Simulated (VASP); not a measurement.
# Na (P6_3/mmc) in VASP: further runs

The runs below take Na through single point, with PBE.

Program: VASP 6.6.1. These are calculated values, not measurements. Logs are shortened: lines on timing, memory, paths and dates and some standing lists are left out, and cuts for length are marked.

### Step 1. The crystal as given

The structure is hexagonal, space group P6_3/mmc (No. 194). Conventional cell: a = 3.767 Å, b = 3.767 Å, c = 6.154 Å, α = 90.00°, β = 90.00°, γ = 120.00°. Na (site symmetry -6m2) is surrounded by 12 Na at 3.77 Å.

This isn't the form of Na at room conditions, which is bcc.

### Step 2. Single point, PBE

Contents of INCAR:

```
SYSTEM = Na
PREC     = Accurate       ! precision mode
ENCUT    = 460            ! plane-wave cutoff, eV
EDIFF    = 0.001          ! SCF threshold, eV
ISMEAR   = 0              ! smearing method
SIGMA    = 0.2            ! smearing width, eV
LREAL    = .FALSE.        ! projectors in reciprocal space
LASPH    = .TRUE.         ! aspherical terms in the spheres
NELM     = 100            ! most SCF steps
ALGO     = Normal         ! electronic algorithm
ISIF     = 2              ! what is computed and relaxed
LWAVE    = .FALSE.        ! write WAVECAR
LCHARG   = .FALSE.        ! write CHGCAR
GGA      = PE             ! functional
NBANDS   = 14             ! bands
ADDGRID  = .FALSE.
```

Contents of KPOINTS:

```
regular mesh
0
G
  5 5 3
  0 0 0
```

Contents of POSCAR:

```
Na
1.0
    3.7670000000      0.0000000000      0.0000000000
   -1.8835000000      3.2623176961      0.0000000000
    0.0000000000      0.0000000000      6.1540000000
Na
2
Direct
    0.6607270000      0.3253030000      0.7651560000
    0.3322080000      0.6634530000      0.2738460000
```

Potentials or basis: VASP PAW PBE potentials, release 64 (Na_pv).

Command:

```bash
cat potpaw_PBE.64/Na_pv/POTCAR > POTCAR
mpirun -np 1 vasp_std > vasp.out
```

OUTCAR:

```text
SYSTEM = Na
   PREC = Accurate
   ENCUT = 460
   EDIFF = 0.001
   ISMEAR = 0
   LREAL = .FALSE.
   LASPH = .TRUE.
   NELM = 100
   ISIF = 2
   GGA = PE

 Found     38 irreducible k-points:

 Following reciprocal coordinates:
            Coordinates               Weight
  0.000000  0.000000  0.000000      1.000000
  0.200000 -0.000000  0.000000      2.000000
  0.000000  0.200000  0.000000      2.000000
 -0.200000  0.200000  0.000000      2.000000
  0.400000 -0.000000  0.000000      2.000000
  0.000000  0.400000  0.000000      2.000000
   k-points           NKPTS =     38   k-points in BZ     NKDIM =     38   number of bands    NBANDS=     14
   number of dos      NEDOS =    301   number of ions     NIONS =      2
   total plane-waves  NPLWV =  37632
   dimension x,y,z NGX =    28 NGY =   28 NGZ =   48
   dimension x,y,z NGXF=    56 NGYF=   56 NGZF=   96
   ions per type =               2
   NGX,Y,Z   is equivalent  to a cutoff of  12.36, 12.36, 12.97 a.u.
   NGXF,Y,Z  is equivalent  to a cutoff of  24.71, 24.71, 25.93 a.u.
 SYSTEM =  Na
   PREC   = accura    normal or accurate (medium, high low for compatibility)
   ISTART =      0    job   : 0-new  1-cont  2-samecut
   ICHARG =      2    charge: 1-file 2-atom 10-const
   ISPIN  =      1    spin polarized calculation?
   LNONCOLLINEAR =      F non collinear calculations
   LSORBIT =      F    spin-orbit coupling
   LASPH  =      T    aspherical Exc in radial PAW
   ENCUT  =  460.0 eV  33.81 Ry    5.81 a.u.   6.59  6.59 10.76*2*pi/ulx,y,z
   NELM   =    100;   NELMIN=  2; NELMDL= -5     # of ELM steps
   EDIFF  = 0.1E-02   stopping-criterion for ELM
   LREAL  =      F    real-space projection
   EDIFFG = 0.1E-01   stopping-criterion for IOM
   NSW    =      0    number of steps for IOM
   IBRION =     -1    ionic relax: 0-MD 1-quasi-New 2-CG
   NFREE  =      0    steps in history (QN), initial steepest desc. (CG)
   ISIF   =      2    stress and relaxation
   ISYM   =      2    0-nonsym 1-usesym 2-fastsym
   POTIM  = 0.5000    time-step for ionic-motion
   TEBEG  =    0.0;   TEEND  =   0.0 temperature during run
   PSTRESS=    0.0 pullay stress
   NELECT =      14.0000    total number of electrons
   NUPDOWN=      -1.0000    fix difference up-down
   EMIN   =  10.00;   EMAX   =-10.00  energy-range for DOS
   EFERMI =   0.00;   METHOD = LEGACY
   ISMEAR =     0;   SIGMA  =   0.20  broadening in eV -4-tet -1-fermi 0-gaus
   EFERMI_NEDOS =   21; number of points for ismear=-14 and -15
   IALGO  =     38    algorithm
   IMIX   =      4    mixing-type and parameters
     AMIX     =   0.40;   BMIX     =  1.00
     AMIX_MAG =   1.60;   BMIX_MAG =  1.00
  volume/ion in A,a.u.               =      37.81       255.18
  Fermi-wavevector in a.u.,A,eV,Ry     =   0.933020  1.763153 11.844235  0.870527
  Thomas-Fermi vector in A             =   2.059678
   LORBIT       =      0    0 simple, 1 ext, 2 COOP (PROOUT), +10 PAW based schemes
   GGA     = PE    functional components
   LHFCALC =     F    Hartree Fock is set to
   AEXX    =    0.0000 exact exchange contribution
   IVDW    =     0    specifies the selected vdW correction
   LEPSILON=     F    determine dielectric tensor
   LRPA    =     F    only Hartree local field effects (RPA)
 non-spin polarized calculation
 Gauss-broadening in eV      SIGMA  =   0.20
  energy-cutoff  :      460.00
  volume of cell :       75.63
 maximum number of plane-waves:      1737
 NGX is ok and might be reduce to    28
   NGX = 13   NGY = 13   NGZ = 21

 number of electron      13.9999997 magnetization

 Free energy of the ion-electron system (eV)
  ---------------------------------------------------
  ext. energy  EPLUGINS =         0.00000000
  ---------------------------------------------------
  free energy    TOTEN  =        -2.69440227 eV

  energy without entropy =       -2.67788706  energy(sigma->0) =       -2.68614467

 E-fermi :   0.4700     XC(G=0):  -6.4119

 val. band max:       -0.2098898018   @ k =   0.4000  -0.0000   0.3333
 cond. band min:       0.5310108451   @ k =  -0.2000   0.4000   0.3333
 fundamental gap:      0.7409006468
 Fermi energy:         0.4700042259

 k-point     1 :       0.0000    0.0000    0.0000
  band No.  band energies     occupation
      1     -24.5274      2.00000
      2     -24.4993      2.00000
      3     -24.4990      2.00000
      4     -24.4945      2.00000
      5     -24.4945      2.00000
      6     -24.4944      2.00000
      7      -2.9342      2.00000
      8       0.8587      0.00599
      9       1.2408      0.00000
     10      10.1689      0.00000
     11      10.1769      0.00000
     12      10.5090      0.00000
     13      10.5228      0.00000
     14      10.6695      0.00000

 k-point     2 :       0.2000   -0.0000    0.0000
  band No.  band energies     occupation
      1     -24.5235      2.00000
      2     -24.5076      2.00000
      3     -24.5031      2.00000
      4     -24.5019      2.00000
      5     -24.4960      2.00000
      6     -24.4959      2.00000
      7      -2.3524      2.00000
      8       1.3790      0.00000
      9       1.8019      0.00000
     10       5.9506      0.00000
     11       8.4257      0.00000
     12       8.4936      0.00000
     13       9.3011      0.00000
     14      10.5339      0.00000
[... 37 lines left out ...]
      1     -24.5218      2.00000
      2     -24.5174      2.00000
      3     -24.5147      2.00000
      4     -24.5060      2.00000
      5     -24.5003      2.00000
      6     -24.4986      2.00000
      7      -0.6446      2.00000
      8       2.0441      0.00000
      9       2.9495      0.00000
     10       3.6160      0.00000
     11       5.5898      0.00000
     12       6.0076      0.00000
     13       7.4684      0.00000
     14       8.5094      0.00000

 k-point     6 :       0.0000    0.4000    0.0000
  band No.  band energies     occupation
      1     -24.5220      2.00000
      2     -24.5175      2.00000
      3     -24.5143      2.00000
      4     -24.5058      2.00000
      5     -24.5008      2.00000
      6     -24.4985      2.00000
      7      -0.6446      2.00000
      8       2.0413      0.00000
      9       2.9492      0.00000
     10       3.6226      0.00000
     11       5.5892      0.00000
     12       6.0123      0.00000
     13       7.4684      0.00000
     14       8.4902      0.00000

 [... further k-points ...]

------------------------ aborting loop because EDIFF is reached ----------------------------------------

  FORCE on cell =-STRESS in cart. coord.  units (eV):
  Direction    XX          YY          ZZ          XY          YZ          ZX
  --------------------------------------------------------------------------------------
  -------------------------------------------------------------------------------------
  Total       -0.1659638     -0.1556904     -0.1108280     -0.0038766      0.0004208      0.0005396
  in kB       -3.5159650     -3.2983221     -2.3479052     -0.0821271      0.0089150      0.0114305
  external PRESSURE =      -3.0540641 kB  Pullay stress =       0.0000000 kB

 VOLUME and BASIS-vectors are now :
 -----------------------------------------------------------------------------
  energy-cutoff  :      460.00
  volume of cell :       75.63
      direct lattice vectors                 reciprocal lattice vectors
     3.767000000  0.000000000  0.000000000     0.265463233  0.153265269  0.000000000
    -1.883500000  3.262317696  0.000000000     0.000000000  0.306530538  0.000000000
     0.000000000  0.000000000  6.154000000     0.000000000  0.000000000  0.162495938

 POSITION                                       TOTAL-FORCE (eV/Angst)
 -----------------------------------------------------------------------------------
      1.87625      1.06124      4.70877         0.001661      0.003145      0.020104
      0.00181      2.16439      1.68525        -0.001661     -0.003145     -0.020104
 -----------------------------------------------------------------------------------
    total drift:                               -0.000030      0.000051     -0.000025

  FREE ENERGIE OF THE ION-ELECTRON SYSTEM (eV)
  ---------------------------------------------------
  free  energy   TOTEN  =        -2.6944022716 eV

  energy  without entropy=       -2.6778870629  energy(sigma->0) =       -2.68614467
```

It took 12 s on 1 thread of Intel Xeon Platinum 8488C (Sapphire Rapids), shared host; peak memory 0.17 GiB.

The run converged, but some of its settings lie outside the range that counts as converged, so its numbers aren't taken as properties of the crystal.

What came out:

* Free energy: -2.6944 eV
* Pressure: -0.3 GPa
* Largest force: 0.020 eV/Å
* Band gap on the k mesh: none (metal or under the smearing width)

Caveat: the k mesh is coarse (spacing up to 0.39 Å⁻¹), so the values aren't converged.

### Step 3. Single point, PBE

Changes to INCAR since step 2:

```diff
@@ -3,3 +3,3 @@
 ENCUT    = 460            ! plane-wave cutoff, eV
-EDIFF    = 0.001          ! SCF threshold, eV
+EDIFF    = 1E-4           ! SCF threshold, eV
 ISMEAR   = 0              ! smearing method
```

KPOINTS is that of step 2.

Contents of POSCAR:

```
Na
1.0
    3.7670000000      0.0000000000      0.0000000000
   -1.8835000000      3.2623176961      0.0000000000
    0.0000000000      0.0000000000      6.1540000000
Na
2
Direct
    0.6666666667      0.3333333333      0.7500000000
    0.3333333333      0.6666666667      0.2500000000
```

Potentials or basis: VASP PAW PBE potentials, release 64 (Na_pv).

Command:

```bash
cat potpaw_PBE.64/Na_pv/POTCAR > POTCAR
mpirun -np 1 vasp_std > vasp.out
```

OUTCAR:

```text
SYSTEM = Na
   PREC = Accurate
   ENCUT = 460
   EDIFF = 1E-4
   ISMEAR = 0
   LREAL = .FALSE.
   LASPH = .TRUE.
   NELM = 100
   ISIF = 2
   GGA = PE

 Found     10 irreducible k-points:

 Following reciprocal coordinates:
            Coordinates               Weight
  0.000000  0.000000  0.000000      1.000000
  0.200000 -0.000000  0.000000      6.000000
  0.400000 -0.000000  0.000000      6.000000
  0.200000  0.200000  0.000000      6.000000
  0.400000  0.200000  0.000000      6.000000
  0.000000  0.000000  0.333333      2.000000
   k-points           NKPTS =     10   k-points in BZ     NKDIM =     10   number of bands    NBANDS=     14
[... 182 lines left out ...]
  --------------------------------------------------------------------------------------
  -------------------------------------------------------------------------------------
  Total       -0.1998453     -0.1998453     -0.1544509      0.0000000      0.0000000      0.0000000
  in kB       -4.2337501     -4.2337501     -3.2720622      0.0000000      0.0000000      0.0000000
  external PRESSURE =      -3.9131874 kB  Pullay stress =       0.0000000 kB

 VOLUME and BASIS-vectors are now :
 -----------------------------------------------------------------------------
  energy-cutoff  :      460.00
  volume of cell :       75.63
      direct lattice vectors                 reciprocal lattice vectors
     3.767000000  0.000000000  0.000000000     0.265463233  0.153265269  0.000000000
    -1.883500000  3.262317696  0.000000000     0.000000000  0.306530538  0.000000000
     0.000000000  0.000000000  6.154000000     0.000000000  0.000000000  0.162495938

 POSITION                                       TOTAL-FORCE (eV/Angst)
 -----------------------------------------------------------------------------------
      1.88350      1.08744      4.61550         0.000000      0.000000      0.000000
     -0.00000      2.17488      1.53850        -0.000000     -0.000000      0.000000
 -----------------------------------------------------------------------------------
    total drift:                                0.000000     -0.000000      0.000000

  FREE ENERGIE OF THE ION-ELECTRON SYSTEM (eV)
  ---------------------------------------------------
  free  energy   TOTEN  =        -2.6947977969 eV

  energy  without entropy=       -2.6782842361  energy(sigma->0) =       -2.68654102
```

OSZICAR:

```text
N       E                     dE             d eps       ncg     rms          rms(c)
DAV:   1     0.964956635138E+02    0.96496E+02   -0.72140E+03   280   0.867E+02
DAV:   2     0.103266277025E+01   -0.95463E+02   -0.94378E+02   310   0.264E+02
DAV:   3    -0.264352370040E+01   -0.36762E+01   -0.36741E+01   340   0.588E+01
DAV:   4    -0.269489510403E+01   -0.51371E-01   -0.51367E-01   328   0.768E+00
DAV:   5    -0.269603853399E+01   -0.11434E-02   -0.11434E-02   334   0.116E+00    0.283E-01
DAV:   6    -0.269531874741E+01    0.71979E-03   -0.99528E-04   346   0.391E-01    0.190E-01
DAV:   7    -0.269481676320E+01    0.50198E-03   -0.17744E-03   342   0.454E-01    0.227E-02
DAV:   8    -0.269479779688E+01    0.18966E-04   -0.12232E-04   176   0.192E-01
   1 F= -.26947978E+01 E0= -.26865410E+01  d E =-.165136E-01
```

It took 6.4 s on 1 thread of Intel Xeon Platinum 8488C (Sapphire Rapids), shared host; peak memory 0.17 GiB.

These settings aren't checked as converged: the numbers below hold their error.

What came out:

```yaml
Free_energy: -2.6948 eV
Pressure: -0.4 GPa
Band_gap_on_the_k_mesh: none (metal or under the smearing width)
```

Caveat: the k mesh is coarse (spacing up to 0.39 Å⁻¹), so the values aren't converged.

### Step 4. Single point, PBE

INCAR is that of step 3.

KPOINTS is that of step 3.

Contents of POSCAR:

```
Na
1.0
    3.7670000000      0.0000000000      0.0000000000
   -1.8835000000      3.2623176961      0.0000000000
    0.0000000000      0.0000000000      6.1540000000
Na
2
Direct
    0.6607270000      0.3253030000      0.7651560000
    0.3322080000      0.6634530000      0.2738460000
```

Command:

```bash
cat potpaw_PBE.64/Na_pv/POTCAR > POTCAR
mpirun -np 1 vasp_std > vasp.out
```

It took 19 s on 1 thread of Intel Xeon Platinum 8488C (Sapphire Rapids), shared host; peak memory 0.18 GiB.

These settings aren't checked as converged: the numbers below hold their error.

Results:

```yaml
Free_energy: -2.6938 eV
Pressure: -0.5 GPa
Largest_force: 0.037 eV/Å
Band_gap_on_the_k_mesh: none (metal or under the smearing width)
```

Caveat: the k mesh is coarse (spacing up to 0.39 Å⁻¹), so the values aren't converged.

### Step 5. The reference run

An earlier run on the cell as given: functional PBE; potentials or basis VASP PAW PBE potentials, release 64 (Na_pv); cutoff 520 eV; k mesh 8 × 8 × 5; occupations fermi-dirac, width 0.05 eV; no spin polarisation.

* Pressure: -0.2 GPa
* Band gap on the k mesh: none (metal or under the smearing width)
